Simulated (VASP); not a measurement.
# HfN (I-4m2) in VASP: a series of runs

The runs below take HfN through single point, with PBEsol.

All numbers are computed with VASP 6.6.1; they aren't measurements. Logs are shortened: lines on timing, memory, paths and dates and some standing lists are left out, and cuts for length are marked.

**1. The cell of the first run**

The structure is tetragonal, space group I-4m2 (No. 119). The conventional cell has a = 3.472 Å, b = 3.472 Å, c = 5.302 Å, α = 90.00°, β = 90.00°, γ = 90.00°. Hf (site symmetry -4m2) has 4 N at 2.18 Å as nearest neighbours. N (site symmetry -4m2) is surrounded by 4 Hf at 2.18 Å.

The cell comes from a database or a generator and needn't be the stable form of this composition.

**2. Single point, PBEsol (strain +0.000 along x and y, +0.080 along z, atoms carried along)**

Input file INCAR:

```
PREC = Accurate
ENCUT = 520
EDIFF = 1E-7
ISMEAR = 0
SIGMA = 0.15
LREAL = False
LASPH = True
NELM = 100
ALGO = Fast
ISIF = 2
LWAVE = False
LCHARG = True
GGA = PS
LELF = True
LVHAR = True
NBANDS = 14
```

Input file KPOINTS:

```
Automatic mesh
0
Gamma
  16 16 16
```

Input file POSCAR:

```
HfN
1.0
    0.0000000000      2.4548220000      2.6512077600
    2.4548220000      0.0000000000      2.6512077600
    2.4548220000      2.4548220000      0.0000000000
Hf N
1 1
Direct
    0.0000000000      0.0000000000      0.0000000000
    0.7500000000      0.7500000000      0.7500000000
```

Potentials or basis: VASP PAW PBE potentials, release 64 (Hf_pv, N).

Started as:

```console
$ cat potpaw_PBE.64/Hf_pv/POTCAR potpaw_PBE.64/N/POTCAR > POTCAR
$ mpirun -np 1 vasp_std > vasp.out
```

OUTCAR:

```text
PREC = Accurate
   ENCUT = 520
   EDIFF = 1E-7
   ISMEAR = 0
   LREAL = False
   LASPH = True
   NELM = 100
   ISIF = 2
   GGA = PS

 ion  position               nearest neighbor table
   1  0.000  0.000  0.000-   2 2.18   2 2.18   2 2.18   2 2.18
   2  0.750  0.750  0.750-   1 2.18   1 2.18   1 2.18   1 2.18

  LATTYP: Found a body centered tetragonal cell.
 ALAT       =     3.4716425656
 C/A-ratio  =     1.5273506474

  Lattice vectors:

 A1 = (  -2.4548220000,   0.0000000000,   2.6512077600)
 A2 = (   2.4548220000,   0.0000000000,   2.6512077600)
 A3 = (   0.0000000000,   2.4548220000,  -2.6512077600)

Analysis of symmetry for initial positions (statically):
=====================================================================
 Subroutine PRICEL returns:
 Original cell was already a primitive cell.

 Routine SETGRP: Setting up the symmetry group for a
 body centered tetragonal supercell.

 Subroutine GETGRP returns: Found  8 space group operations
 (whereof  8 operations were pure point group operations)
 out of a pool of 16 trial point group operations.

The static configuration has the point symmetry D_2d.

Analysis of symmetry for dynamics (positions and initial velocities):
=====================================================================
 Subroutine PRICEL returns:
 Original cell was already a primitive cell.

 Routine SETGRP: Setting up the symmetry group for a
 body centered tetragonal supercell.

 Subroutine GETGRP returns: Found  8 space group operations
 (whereof  8 operations were pure point group operations)
 out of a pool of 16 trial point group operations.

The dynamic configuration has the point symmetry D_2d.

 Subroutine INISYM returns: Found  8 space group operations
 (whereof  8 operations are pure point group operations),
 and found     1 'primitive' translations

----------------------------------------------------------------------------------------

                                     Primitive cell

  volume of cell :      31.9532

  direct lattice vectors                    reciprocal lattice vectors
     0.000000000  2.454822000  2.651207760    -0.203680756  0.203680756  0.188593292
     2.454822000  0.000000000  2.651207760     0.203680756 -0.203680756  0.188593292
     2.454822000  2.454822000  0.000000000     0.203680756  0.203680756 -0.188593292

  length of vectors
     3.613177776  3.613177776  3.471642566     0.344295121  0.344295121  0.344295121

  position of ions in fractional coordinates (direct lattice)
     0.000000000  0.000000000  0.000000000
     0.750000000  0.750000000  0.750000000

  ion indices of the primitive-cell ions
   primitive index   ion index
                 1           1
                 2           2

----------------------------------------------------------------------------------------

 KPOINTS: Automatic mesh

Automatic generation of k-mesh.
 Grid dimensions read from file:
 generate k-points for:   16   16   16

 Generating k-lattice:

  Cartesian coordinates                     Fractional coordinates (reciprocal lattice)
    -0.012730047  0.012730047  0.011787081     0.062500000  0.000000000  0.000000000
     0.012730047 -0.012730047  0.011787081     0.000000000  0.062500000  0.000000000
     0.012730047  0.012730047 -0.011787081    -0.000000000 -0.000000000  0.062500000

  Length of vectors
     0.021518445  0.021518445  0.021518445

  Shift w.r.t. Gamma in fractional coordinates (k-lattice)
     0.000000000  0.000000000  0.000000000

 Subroutine IBZKPT returns following result:
 ===========================================

 Found    349 irreducible k-points:

 Following reciprocal coordinates:
            Coordinates               Weight
  0.000000  0.000000  0.000000      1.000000
  0.062500  0.000000  0.000000      8.000000
  0.125000  0.000000  0.000000      8.000000
  0.187500  0.000000  0.000000      8.000000
  0.250000  0.000000  0.000000      8.000000
  0.312500  0.000000  0.000000      8.000000
[... 16 lines left out ...]
 -0.125000  0.062500  0.000000      8.000000
 -0.062500  0.062500  0.000000      4.000000
 [... further k-points ...]
   k-points           NKPTS =    349   k-points in BZ     NKDIM =    349   number of bands    NBANDS=     14
   number of dos      NEDOS =    301   number of ions     NIONS =      2
   total plane-waves  NPLWV =  21952
   dimension x,y,z NGX =    28 NGY =   28 NGZ =   28
   dimension x,y,z NGXF=    56 NGYF=   56 NGZF=   56
   ions per type =               1   1
   NGX,Y,Z   is equivalent  to a cutoff of  12.88, 12.88, 13.41 a.u.
   NGXF,Y,Z  is equivalent  to a cutoff of  25.77, 25.77, 26.82 a.u.
 SYSTEM =  unknown system
   PREC   = accura    normal or accurate (medium, high low for compatibility)
   ISTART =      0    job   : 0-new  1-cont  2-samecut
   ICHARG =      2    charge: 1-file 2-atom 10-const
   ISPIN  =      1    spin polarized calculation?
   LNONCOLLINEAR =      F non collinear calculations
   LSORBIT =      F    spin-orbit coupling
   LASPH  =      T    aspherical Exc in radial PAW
   ENCUT  =  520.0 eV  38.22 Ry    6.18 a.u.   6.72  6.72  6.45*2*pi/ulx,y,z
   NELM   =    100;   NELMIN=  2; NELMDL= -5     # of ELM steps
   EDIFF  = 0.1E-06   stopping-criterion for ELM
   LREAL  =      F    real-space projection
   EDIFFG = 0.1E-05   stopping-criterion for IOM
   NSW    =      0    number of steps for IOM
   IBRION =     -1    ionic relax: 0-MD 1-quasi-New 2-CG
   NFREE  =      0    steps in history (QN), initial steepest desc. (CG)
   ISIF   =      2    stress and relaxation
   ISYM   =      2    0-nonsym 1-usesym 2-fastsym
   POTIM  = 0.5000    time-step for ionic-motion
   TEBEG  =    0.0;   TEEND  =   0.0 temperature during run
   PSTRESS=    0.0 pullay stress
   NELECT =      15.0000    total number of electrons
   NUPDOWN=      -1.0000    fix difference up-down
   EMIN   =  10.00;   EMAX   =-10.00  energy-range for DOS
   EFERMI =   0.00;   METHOD = LEGACY
   ISMEAR =     0;   SIGMA  =   0.15  broadening in eV -4-tet -1-fermi 0-gaus
   EFERMI_NEDOS =   21; number of points for ismear=-14 and -15
   IALGO  =     68    algorithm
   IMIX   =      4    mixing-type and parameters
     AMIX     =   0.40;   BMIX     =  1.00
     AMIX_MAG =   1.60;   BMIX_MAG =  1.00
  volume/ion in A,a.u.               =      15.98       107.82
  Fermi-wavevector in a.u.,A,eV,Ry     =   1.272333  2.404360 22.025523  1.618830
  Thomas-Fermi vector in A             =   2.405217
   LORBIT       =      0    0 simple, 1 ext, 2 COOP (PROOUT), +10 PAW based schemes
   GGA     = PS    functional components
   LHFCALC =     F    Hartree Fock is set to
   AEXX    =    0.0000 exact exchange contribution
   IVDW    =     0    specifies the selected vdW correction
   LEPSILON=     F    determine dielectric tensor
   LRPA    =     F    only Hartree local field effects (RPA)
 non-spin polarized calculation
 RMM-DIIS sequential band-by-band and
 Gauss-broadening in eV      SIGMA  =   0.15
  energy-cutoff  :      520.00
  volume of cell :       31.95
 maximum number of plane-waves:       885
   NGX = 13   NGY = 13   NGZ = 13

 number of electron      14.9999998 magnetization

 Free energy of the ion-electron system (eV)
  ---------------------------------------------------
  ext. energy  EPLUGINS =         0.00000000
  ---------------------------------------------------
  free energy    TOTEN  =       -22.01197437 eV

  energy without entropy =      -22.00352251  energy(sigma->0) =      -22.00774844

 E-fermi :   5.0447     XC(G=0): -11.0382

 val. band max:        5.0432386371   @ k =  -0.4375   0.3125   0.2500
 cond. band min:       5.0462368208   @ k =   0.3750   0.0625   0.2500
 fundamental gap:      0.0029981837
 Fermi energy:         5.0447299889

 k-point     1 :       0.0000    0.0000    0.0000
  band No.  band energies     occupation
      1     -26.3137      2.00000
      2     -26.3137      2.00000
      3     -26.2980      2.00000
      4     -10.6692      2.00000
      5      -0.1838      2.00000
      6       0.0443      2.00000
      7       0.0443      2.00000
      8       4.0788      2.00000
      9       6.6351      0.00000
     10       7.4761      0.00000
     11      10.3194      0.00000
     12      11.4495      0.00000
     13      11.4495      0.00000
     14      17.2256      0.00000

 k-point     2 :       0.0625    0.0000    0.0000
  band No.  band energies     occupation
      1     -26.3256      2.00000
      2     -26.3148      2.00000
      3     -26.3021      2.00000
      4     -10.6294      2.00000
      5      -0.2140      2.00000
      6      -0.0044      2.00000
      7       0.0726      2.00000
      8       4.2909      2.00000
      9       6.5985      0.00000
     10       7.3990      0.00000
     11      10.3570      0.00000
     12      11.3950      0.00000
     13      11.5107      0.00000
     14      16.8356      0.00000

 k-point     3 :       0.1250    0.0000    0.0000
  band No.  band energies     occupation
      1     -26.3629      2.00000
      2     -26.3182      2.00000
      3     -26.3099      2.00000
      4     -10.5170      2.00000
      5      -0.3854      2.00000
      6      -0.0003      2.00000
      7       0.1519      2.00000
      8       4.8305      1.95657
      9       6.5334      0.00000
     10       7.2172      0.00000
     11      10.3587      0.00000
     12      11.3215      0.00000
     13      11.6200      0.00000
     14      15.6205      0.00000
[... 324 lines left out ...]
 k-point    23 :      -0.1250    0.0625    0.0000
  band No.  band energies     occupation
      1     -26.3970      2.00000
      2     -26.3174      2.00000
      3     -26.3158      2.00000
      4     -10.4331      2.00000
      5      -0.5201      2.00000
      6       0.0309      2.00000
      7       0.1939      2.00000
      8       5.2035      0.13438
      9       6.8140      0.00000
     10       6.8991      0.00000
     11      10.3964      0.00000
     12      11.0771      0.00000
     13      11.7897      0.00000
     14      15.0105      0.00000

 k-point    24 :      -0.0625    0.0625    0.0000
  band No.  band energies     occupation
      1     -26.3517      2.00000
      2     -26.3149      2.00000
      3     -26.3057      2.00000
      4     -10.5638      2.00000
      5      -0.2742      2.00000
      6      -0.0634      2.00000
      7       0.1085      2.00000
      8       4.6271      1.99992
      9       6.7259      0.00000
     10       7.1632      0.00000
     11      10.3900      0.00000
     12      11.2340      0.00000
     13      11.6677      0.00000
     14      16.1942      0.00000

 [... further k-points ...]

------------------------ aborting loop because EDIFF is reached ----------------------------------------

  FORCE on cell =-STRESS in cart. coord.  units (eV):
  Direction    XX          YY          ZZ          XY          YZ          ZX
  --------------------------------------------------------------------------------------
  -------------------------------------------------------------------------------------
  Total       -2.7817232     -2.7817232     -5.2873433      0.0000000      0.0000000      0.0000000
  in kB     -139.4796109   -139.4796109   -265.1150098      0.0000000      0.0000000      0.0000000
  external PRESSURE =    -181.3580772 kB  Pullay stress =       0.0000000 kB

 VOLUME and BASIS-vectors are now :
 -----------------------------------------------------------------------------
  energy-cutoff  :      520.00
  volume of cell :       31.95
      direct lattice vectors                 reciprocal lattice vectors
     0.000000000  2.454822000  2.651207760    -0.203680756  0.203680756  0.188593292
     2.454822000  0.000000000  2.651207760     0.203680756 -0.203680756  0.188593292
     2.454822000  2.454822000  0.000000000     0.203680756  0.203680756 -0.188593292

 POSITION                                       TOTAL-FORCE (eV/Angst)
 -----------------------------------------------------------------------------------
      0.00000      0.00000      0.00000        -0.000000     -0.000000      0.000000
      3.68223      3.68223      3.97681         0.000000      0.000000     -0.000000
 -----------------------------------------------------------------------------------
    total drift:                               -0.000000     -0.000000      0.000000

  FREE ENERGIE OF THE ION-ELECTRON SYSTEM (eV)
  ---------------------------------------------------
  free  energy   TOTEN  =       -22.0119743678 eV

  energy  without entropy=      -22.0035225051  energy(sigma->0) =      -22.00774844
```

It took 3.7 min on 1 thread of Intel Xeon Platinum 8259CL at 2.50GHz (Skylake/Cascade Lake), shared host; peak memory 0.28 GiB.

Results:

```
Free energy            : -22.0120 eV
Pressure               : -18.1 GPa
Band gap on the k mesh : none (metal or under the smearing width)
```

Stress tensor (GPa, compression positive):
```
-13.95   0.00   0.00
  0.00 -13.95   0.00
  0.00   0.00 -26.51
```

Caveat: so large a pressure means that the cell lies far from this level's equilibrium, or that cutoff or potentials fall short; the potentials were made for another functional, which shifts forces and pressure. Spin-orbit coupling is left out, which matters for the levels of Hf.

**3. Single point, PBEsol (strain -0.080 along x and y, +0.000 along z, atoms carried along)**

Input file INCAR:

```
PREC = Accurate
ENCUT = 520
EDIFF = 1E-6
ISMEAR = 0
SIGMA = 0.15
LREAL = False
LASPH = True
NELM = 100
ALGO = Fast
ISIF = 2
LWAVE = False
LCHARG = False
GGA = PS
NBANDS = 14
```

KPOINTS is that of step 2.

Input file POSCAR:

```
HfN
1.0
    0.0000000000      2.2584362400      2.4548220000
    2.2584362400      0.0000000000      2.4548220000
    2.2584362400      2.2584362400      0.0000000000
Hf N
1 1
Direct
    0.0000000000      0.0000000000      0.0000000000
    0.7500000000      0.7500000000      0.7500000000
```

Potentials or basis: VASP PAW PBE potentials, release 64 (Hf_pv, N).

Started as:

```console
$ cat potpaw_PBE.64/Hf_pv/POTCAR potpaw_PBE.64/N/POTCAR > POTCAR
$ mpirun -np 1 vasp_std > vasp.out
```

Wall time 2.4 min (1 thread of Intel Xeon Platinum 8259CL at 2.50GHz (Skylake/Cascade Lake), shared host); peak memory 0.25 GiB.

Results (log left out):

* Free energy: -21.8302 eV
* Pressure: 37.0 GPa
* Band gap on the k mesh: none (metal or under the smearing width)

Stress tensor (GPa, compression positive):
```
41.33  0.00  0.00
 0.00 41.33  0.00
 0.00  0.00 28.22
```

Levels at points of the mesh, in eV from the Fermi level:
```
           k point  band 5  band 6  band 7  band 8  band 9  band 10  band 11  band 12
(0.00, 0.00, 0.00)   -6.40   -6.15   -6.15   -0.40    1.95     3.24     6.49     8.19
(0.50, 0.00, 0.00)   -6.03   -5.77   -5.25    1.72    3.13     3.49     4.62     6.28
(0.50, 0.50, 0.00)   -7.98   -3.57   -3.57   -1.63    2.37     5.00     5.53     5.53
(0.50, 0.00, 0.50)   -7.87   -3.99   -3.70   -0.96    2.37     5.21     5.53     5.84
```

Caveat: so large a pressure means that the cell lies far from this level's equilibrium, or that cutoff or potentials fall short; the potentials were made for another functional, which shifts forces and pressure. Spin-orbit coupling is left out, which matters for the levels of Hf.
